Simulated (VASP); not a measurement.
# KTaO3: how cutoff and mesh change the relaxed cell

How far does the relaxed cell of KTaO3 depend on cutoff and k mesh? The starting structure is a measured crystal structure from the Crystallography Open Database. The first relaxation on each setting starts from this cell expanded by 3 % in volume.

Method: Kohn-Sham DFT with plane waves and PAW; PBEsol, in VASP 6.6.1.

### 1. The structure

It takes space group Pm-3m (No. 221, cubic). Conventional cell: a = 3.988 Å, b = 3.988 Å, c = 3.988 Å, α = 90.00°, β = 90.00°, γ = 90.00°. Nearest to Ta lie 6 O at 1.99 Å. Nearest to K lie 12 O at 2.82 Å. O has 2 Ta at 1.99 Å and 4 K at 2.82 Å nearest. Farther neighbours and most contacts between anions are not listed.

As a file:

```xyz
5
Lattice="3.9883 0.0000 0.0000 0.0000 3.9883 0.0000 0.0000 0.0000 3.9883" Properties=species:S:1:pos:R:3 pbc="T T T"
Ta    0.0000    0.0000    0.0000
K     1.9942    1.9942    1.9942
O     0.0000    0.0000    1.9942
O     0.0000    1.9942    0.0000
O     1.9942    0.0000    0.0000
```

### 2. Reference relaxation

Contents of INCAR:

```
SYSTEM = KTaO3
PREC = Accurate
ENCUT = 520
EDIFF = 1E-06
NELM = 100
ISMEAR = 0
SIGMA = 0.03
LREAL = .FALSE.
ALGO = Normal
GGA = PS
NBANDS = 25
LORBIT = 11
LWAVE = .FALSE.
LCHARG = .FALSE.
KPAR = 4
IBRION = 2
NSW = 50
ISIF = 3
EDIFFG = -0.004
```

Contents of POSCAR:

```
KTaO3
1.0
    4.0277906871      0.0000000000      0.0000000000
    0.0000000000      4.0277906871      0.0000000000
    0.0000000000      0.0000000000      4.0277906871
Ta K O
1 1 3
Direct
    0.0000000000      0.0000000000      0.0000000000
    0.5000000000      0.5000000000      0.5000000000
    0.0000000000      0.0000000000      0.5000000000
    0.0000000000      0.5000000000      0.0000000000
    0.5000000000      0.0000000000      0.0000000000
```

Contents of KPOINTS:

```
Automatic mesh
0
Gamma
6 6 6
0 0 0
```

Potentials, in the order of the species: Ta_pv, K_sv and O (PBE family, release 64).

The run is started by

```
$ mpirun -np 4 vasp_std
```

Log:

```text
[banner, memory and clock lines left out]
running    4 mpi-ranks, on    1 nodes
 distrk:  each k-point on    1 cores,    4 groups
 distr:  one band on    1 cores,    1 groups

 POSCAR found type information on POSCAR TaK O
 POSCAR found :  3 types and       5 ions
|                                                                             |
|               ----> ADVICE to this user running VASP <----                  |
|                                                                             |
|     You enforced a specific xc type in the INCAR file but a different       |
|     [... a line on the potential file left out ...]
|     I HOPE YOU KNOW WHAT YOU ARE DOING!                                     |
|                                                                             |

 LDA part: xc-table for (Slater+PW92), standard interpolation
 POSCAR, INCAR and KPOINTS ok, starting setup
 FFT: planning ... GRIDC
 FFT: planning ... GRID_SOFT
 FFT: planning ... GRID
 WAVECAR not read
 entering main loop
       N       E                     dE             d eps       ncg     rms          rms(c)
DAV:   1     0.322982017682E+03    0.32298E+03   -0.20920E+04  1000   0.151E+03
DAV:   2    -0.318809520727E+02   -0.35486E+03   -0.34680E+03  1176   0.425E+02
DAV:   3    -0.501919367709E+02   -0.18311E+02   -0.18245E+02  1462   0.950E+01
DAV:   4    -0.508124196702E+02   -0.62048E+00   -0.61987E+00  1629   0.111E+01
DAV:   5    -0.508155375131E+02   -0.31178E-02   -0.31175E-02  1365   0.836E-01    0.320E+01
DAV:   6    -0.431664300047E+02    0.76491E+01   -0.36742E+01  1326   0.403E+01    0.128E+01
DAV:   7    -0.429774142770E+02    0.18902E+00   -0.23882E+00  1189   0.946E+00    0.873E+00
DAV:   8    -0.429079599193E+02    0.69454E-01   -0.45385E-01  1319   0.559E+00    0.230E+00
DAV:   9    -0.428918944948E+02    0.16065E-01   -0.35858E-02  1278   0.150E+00    0.341E-01
DAV:  10    -0.428902657142E+02    0.16288E-02   -0.13229E-02  1395   0.749E-01    0.811E-02
DAV:  11    -0.428902658982E+02   -0.18394E-06   -0.10422E-03  1314   0.201E-01    0.289E-02
DAV:  12    -0.428902830669E+02   -0.17169E-04   -0.63528E-05  1357   0.691E-02    0.907E-03
DAV:  13    -0.428902821823E+02    0.88466E-06   -0.73394E-06  1389   0.232E-02
   1 F= -.42890282E+02 E0= -.42890282E+02  d E =-.428903E+02
 curvature:   0.00 expect dE= 0.000E+00 dE for cont linesearch  0.000E+00
 trial: gam= 0.00000 g(F)=  0.000E+00 g(S)=  0.138E+00 ort = 0.000E+00 (trialstep = 0.100E+01)
 search vector abs. value=  0.138E+00
 bond charge predicted
       N       E                     dE             d eps       ncg     rms          rms(c)
DAV:   1    -0.437235157704E+02   -0.83323E+00   -0.24406E+01  1173   0.447E+01    0.859E+00
DAV:   2    -0.430165536128E+02    0.70696E+00   -0.23488E+00  1129   0.109E+01    0.392E+00
DAV:   3    -0.428765229074E+02    0.14003E+00   -0.26320E-01  1484   0.467E+00    0.112E+00
DAV:   4    -0.428664244027E+02    0.10099E-01   -0.62030E-02  1534   0.163E+00    0.661E-01
DAV:   5    -0.428680795566E+02   -0.16552E-02   -0.62547E-03  1613   0.466E-01    0.129E-01
DAV:   6    -0.428681607561E+02   -0.81199E-04   -0.98038E-04  1573   0.195E-01    0.677E-02
DAV:   7    -0.428682378752E+02   -0.77119E-04   -0.90464E-05  1577   0.621E-02    0.105E-02
DAV:   8    -0.428682373349E+02    0.54028E-06   -0.32491E-06  1175   0.149E-02
   2 F= -.42868237E+02 E0= -.42868237E+02  d E =0.220448E-01
 trial-energy change:    0.022045  1 .order    0.026236   -0.138288    0.190760
 step:   0.4391(harm=  0.4203)  dis= 0.00000  next Energy=   -42.920997 (dE=-0.307E-01)
 bond charge predicted
       N       E                     dE             d eps       ncg     rms          rms(c)
DAV:   1    -0.431888221541E+02   -0.32058E+00   -0.76927E+00  1124   0.254E+01    0.486E+00
DAV:   2    -0.429709688103E+02    0.21785E+00   -0.73254E-01  1180   0.600E+00    0.229E+00
DAV:   3    -0.429257239202E+02    0.45245E-01   -0.78309E-02  1353   0.259E+00    0.899E-01
DAV:   4    -0.429209917080E+02    0.47322E-02   -0.29721E-02  1496   0.104E+00    0.516E-01
DAV:   5    -0.429214679211E+02   -0.47621E-03   -0.16690E-03  1624   0.245E-01    0.146E-01
DAV:   6    -0.429215192570E+02   -0.51336E-04   -0.57487E-04  1595   0.145E-01    0.358E-02
DAV:   7    -0.429215175364E+02    0.17206E-05   -0.19573E-05  1325   0.282E-02    0.970E-03
DAV:   8    -0.429215163665E+02    0.11699E-05   -0.12842E-06  1211   0.714E-03    0.336E-03
DAV:   9    -0.429215168259E+02   -0.45943E-06   -0.23464E-07   687   0.363E-03
   3 F= -.42921517E+02 E0= -.42921517E+02  d E =-.312346E-01
 curvature:  -0.21 expect dE=-0.154E-05 dE for cont linesearch -0.154E-05
 trial: gam=-0.00722 g(F)=  0.539E-65 g(S)=  0.732E-05 ort = 0.101E-02 (trialstep = 0.888E+00)
 search vector abs. value=  0.488E-09
 reached required accuracy - stopping structural energy minimisation
```

Run time: 9.2 s. Hardware: 4 MPI ranks of AMD EPYC 9R45, shared host; peak memory 0.7 GiB.

Lines that name or quote the potential files are left out of all logs, and their timing lines are given in words.

OUTCAR, selected parts (step 2):

```text
ion  position               nearest neighbor table
   1  0.000  0.000  0.000-   3 2.01   4 2.01   5 2.01   3 2.01   4 2.01   5 2.01   2 3.49   2 3.49
                             2 3.49   2 3.49   2 3.49   2 3.49   2 3.49   2 3.49
   2  0.500  0.500  0.500-   3 2.85   4 2.85   5 2.85   4 2.85   5 2.85   3 2.85   5 2.85   5 2.85
                             3 2.85   4 2.85   4 2.85   3 2.85   1 3.49   1 3.49   1 3.49   1 3.49
   3  0.000  0.000  0.500-   1 2.01   1 2.01   2 2.85   2 2.85   2 2.85   2 2.85
   4  0.000  0.500  0.000-   1 2.01   1 2.01   2 2.85   2 2.85   2 2.85   2 2.85
   5  0.500  0.000  0.000-   1 2.01   1 2.01   2 2.85   2 2.85   2 2.85   2 2.85

  LATTYP: Found a simple cubic cell.
 ALAT       =     4.0277906871

 Subroutine GETGRP returns: Found 48 space group operations
 (whereof 48 operations were pure point group operations)

The static configuration has the point symmetry O_h .

 Found     20 irreducible k-points:

   k-points           NKPTS =     20   k-points in BZ     NKDIM =     20   number of bands    NBANDS=     25

   dimension x,y,z NGX =    30 NGY =   30 NGZ =   30
   dimension x,y,z NGXF=    60 NGYF=   60 NGZF=   60

   ENCUT  =  520.0 eV  38.22 Ry    6.18 a.u.   7.49  7.49  7.49*2*pi/ulx,y,z

   NELECT =      38.0000    total number of electrons

 k-points in reciprocal lattice and weights: Automatic mesh
   0.00000000  0.00000000  0.00000000       0.005
   0.16666667  0.00000000  0.00000000       0.028
   0.33333333  0.00000000  0.00000000       0.028
   0.50000000  0.00000000  0.00000000       0.014
   0.16666667  0.16666667  0.00000000       0.056
   0.33333333  0.16666667  0.00000000       0.111
   0.50000000  0.16666667  0.00000000       0.056
   0.33333333  0.33333333  0.00000000       0.056
   0.50000000  0.33333333  0.00000000       0.056
[...]
0.50000000  0.50000000  0.33333333       0.028
   0.50000000  0.50000000  0.50000000       0.005

 average (electrostatic) potential at core
       1 -40.4998       2 -32.5556       3 -71.8765       4 -71.8765       5 -71.8765

 E-fermi :   1.8249

 k-point     1 :       0.0000    0.0000    0.0000
  band No.  band energies     occupation
    ...
     15       0.5803      2.00000
     16       0.5803      2.00000
     17       1.0277      2.00000
     18       1.0277      2.00000
     19       1.0277      2.00000
     20       3.7298      0.00000
     21       3.7298      0.00000
     22       3.7298      0.00000
     23       8.0820      0.00000
     24       8.3885      0.00000
    ...

 k-point     2 :       0.1667    0.0000    0.0000
  band No.  band energies     occupation
    ...
     15       0.1711      2.00000
     16       0.3429      2.00000
     17       0.4544      2.00000
     18       0.9124      2.00000
     19       0.9124      2.00000
     20       3.7689      0.00000
     21       4.5430      0.00000
     22       4.5430      0.00000
     23       8.4026      0.00000
     24       8.5215      0.00000
    ...

 k-point     3 :       0.3333    0.0000    0.0000
  band No.  band energies     occupation
    ...
     15      -0.4538      2.00000
     16      -0.3100      2.00000
     17       0.2192      2.00000
     18       0.8289      2.00000
     19       0.8289      2.00000
     20       3.8498      0.00000
     21       5.9320      0.00000
     22       5.9320      0.00000
     23       8.4220      0.00000
     24       9.4270      0.00000
    ...

  Total       -0.0159077     -0.0159077     -0.0159077      0.0000000      0.0000000     -0.0000000
  in kB       -0.4010872     -0.4010872     -0.4010872      0.0000000      0.0000000     -0.0000000
  external PRESSURE =      -0.4010872 kB  Pullay stress =       0.0000000 kB

  energy-cutoff  :      520.00
  volume of cell :       63.54
      direct lattice vectors                 reciprocal lattice vectors
     3.990493067 -0.000000000 -0.000000000     0.250595599  0.000000000 -0.000000000
    -0.000000000  3.990493067 -0.000000000     0.000000000  0.250595599  0.000000000
     0.000000000 -0.000000000  3.990493067     0.000000000  0.000000000  0.250595599

 POSITION                                       TOTAL-FORCE (eV/Angst)
 -----------------------------------------------------------------------------------
      0.00000      0.00000      0.00000        -0.000000      0.000000      0.000000
      1.99525      1.99525      1.99525         0.000000      0.000000      0.000000
      0.00000     -0.00000      1.99525        -0.000000     -0.000000      0.000000
     -0.00000      1.99525     -0.00000        -0.000000      0.000000      0.000000
      1.99525     -0.00000     -0.00000        -0.000000      0.000000      0.000000
 -----------------------------------------------------------------------------------
    total drift:                                0.000000     -0.000000      0.000000

  FREE ENERGIE OF THE ION-ELECTRON SYSTEM (eV)
  ---------------------------------------------------
  free  energy   TOTEN  =       -42.9215168259 eV

  energy  without entropy=      -42.9215168259  energy(sigma->0) =      -42.92151683

 reached required accuracy - stopping structural energy minimisation

 total charge
# of ion       s       p       d       tot
------------------------------------------
    1        0.348   6.359   2.070   8.777
    2        1.960   5.587   0.049   7.596
    3        1.557   3.500   0.000   5.057
    4        1.557   3.500   0.000   5.057
    5        1.557   3.500   0.000   5.057
--------------------------------------------------
tot          6.979  22.446   2.119  31.543

[... 3 further parts left out ...]
```

The PAW data sets were made with PBE, which is usual practice but a small mismatch for other functionals. The run keeps the 48 symmetry operations of its start, so it cannot find a distortion of lower symmetry.

The reference relaxation ends at 12.709 Å³ an atom. Pressures at 0.985 and 1.015 times this volume, from two more relaxations that aren't shown, give a bulk modulus of 203.8 GPa.

### 3. Relaxation with a cutoff of 400 eV

Against step 2 the input has ENCUT = 400. This run starts from the cell of an earlier relaxation, which isn't shown; the restart sets up the plane waves anew.

INCAR, as its differences from that of step 2:

```diff
@@ -2,3 +2,3 @@
 PREC = Accurate
-ENCUT = 520
+ENCUT = 400
 EDIFF = 1E-06
```

POSCAR, as its differences from that of step 2:

```diff
@@ -2,5 +2,5 @@
 1.0
-    4.0277906871      0.0000000000      0.0000000000
-    0.0000000000      4.0277906871      0.0000000000
-    0.0000000000      0.0000000000      4.0277906871
+    3.9685458906      0.0000000000      0.0000000000
+    0.0000000000      3.9685458906      0.0000000000
+    0.0000000000      0.0000000000      3.9685458906
 Ta K O
```

KPOINTS is that of step 2.

The run is started by

```
$ mpirun -np 4 vasp_std
```

Log:

```text
[banner, memory and clock lines left out]
running    4 mpi-ranks, on    1 nodes
[...]
[... a notice as in an earlier step ...]

 LDA part: xc-table for (Slater+PW92), standard interpolation
 POSCAR, INCAR and KPOINTS ok, starting setup
[...]
entering main loop
       N       E                     dE             d eps       ncg     rms          rms(c)
DAV:   1     0.278300232777E+03    0.27830E+03   -0.18371E+04  1000   0.125E+03
DAV:   2    -0.350684520188E+02   -0.31337E+03   -0.30468E+03  1181   0.383E+02
DAV:   3    -0.502051488765E+02   -0.15137E+02   -0.15092E+02  1591   0.841E+01
DAV:   4    -0.506038920881E+02   -0.39874E+00   -0.39845E+00  1488   0.884E+00
[...]
DAV:  12    -0.429581098177E+02   -0.20751E-04   -0.33875E-05  1460   0.445E-02    0.793E-03
DAV:  13    -0.429581087743E+02    0.10434E-05   -0.44429E-06  1159   0.153E-02    0.514E-03
DAV:  14    -0.429581086013E+02    0.17302E-06   -0.54320E-07   907   0.515E-03
   1 F= -.42958109E+02 E0= -.42958109E+02  d E =-.429581E+02
[...]
DAV:   7    -0.429547121309E+02   -0.51522E-05   -0.51573E-06  1431   0.133E-02    0.225E-03
DAV:   8    -0.429547123831E+02   -0.25217E-06   -0.18873E-07   807   0.303E-03
   2 F= -.42954712E+02 E0= -.42954712E+02  d E =0.339622E-02
 trial-energy change:    0.003396  1 .order    0.003437   -0.008115    0.014988
 step:   0.3536(harm=  0.3513)  dis= 0.00000  next Energy=   -42.959545 (dE=-0.144E-02)
[...]
N       E                     dE             d eps       ncg     rms          rms(c)
DAV:   1    -0.429793884274E+02   -0.24676E-01   -0.57400E-01  1160   0.686E+00    0.132E+00
DAV:   2    -0.429632257704E+02    0.16163E-01   -0.52177E-02  1140   0.159E+00    0.628E-01
DAV:   3    -0.429598118510E+02    0.34139E-02   -0.59694E-03  1333   0.710E-01    0.225E-01
DAV:   4    -0.429595288431E+02    0.28301E-03   -0.20429E-03  1454   0.265E-01    0.131E-01
DAV:   5    -0.429595566756E+02   -0.27832E-04   -0.12690E-04  1624   0.666E-02    0.346E-02
DAV:   6    -0.429595565942E+02    0.81448E-07   -0.37328E-05  1555   0.370E-02    0.979E-03
DAV:   7    -0.429595558178E+02    0.77639E-06   -0.16442E-06  1132   0.784E-03
   3 F= -.42959556E+02 E0= -.42959556E+02  d E =-.144722E-02
[...]
reached required accuracy - stopping structural energy minimisation
```

It took 6.8 s on 4 MPI ranks; peak memory 0.59 GiB.

From OUTCAR (step 3):

```text
  Total        0.0022764      0.0022764      0.0022764     -0.0000000     -0.0000000      0.0000000
  in kB        0.0586717      0.0586717      0.0586717     -0.0000000     -0.0000000      0.0000000
  external PRESSURE =       0.0586717 kB  Pullay stress =       0.0000000 kB

 POSITION                                       TOTAL-FORCE (eV/Angst)
 -----------------------------------------------------------------------------------
      0.00000      0.00000      0.00000         0.000000     -0.000000      0.000000
      1.98069      1.98069      1.98069        -0.000000      0.000000      0.000000
      0.00000      0.00000      1.98069         0.000000      0.000000      0.000000
     -0.00000      1.98069     -0.00000         0.000000     -0.000000      0.000000
      1.98069     -0.00000     -0.00000         0.000000     -0.000000      0.000000
 -----------------------------------------------------------------------------------
    total drift:                                0.000000      0.000000     -0.000000

  FREE ENERGIE OF THE ION-ELECTRON SYSTEM (eV)
  ---------------------------------------------------
  free  energy   TOTEN  =       -42.9595558178 eV

  energy  without entropy=      -42.9595558178  energy(sigma->0) =      -42.95955582

[... 2 parts as in an earlier step ...]

[... 2 further parts left out ...]
[key lines of the parts left out:]
E-fermi :   2.0594
```

With a cutoff of 400 eV the cell ends at 12.433 Å³ an atom, -2.17 % from the reference; the bulk modulus is 220.4 GPa against 203.8 GPa.

(Part 1 of 2 ends here.)

[Lines on the potential files, build, host, timing and source positions are cut from VASP's logs without a mark.]

[Logs are printed without paths, hosts, clocks, repeated set-up lines and the standing remarks that a program may print on its own settings, such as how far it seeks lower states.]

[Hosts, paths, dates, database ids (printed as entryN), source tags and the programs' standing remarks are cut or masked in the printed files.]
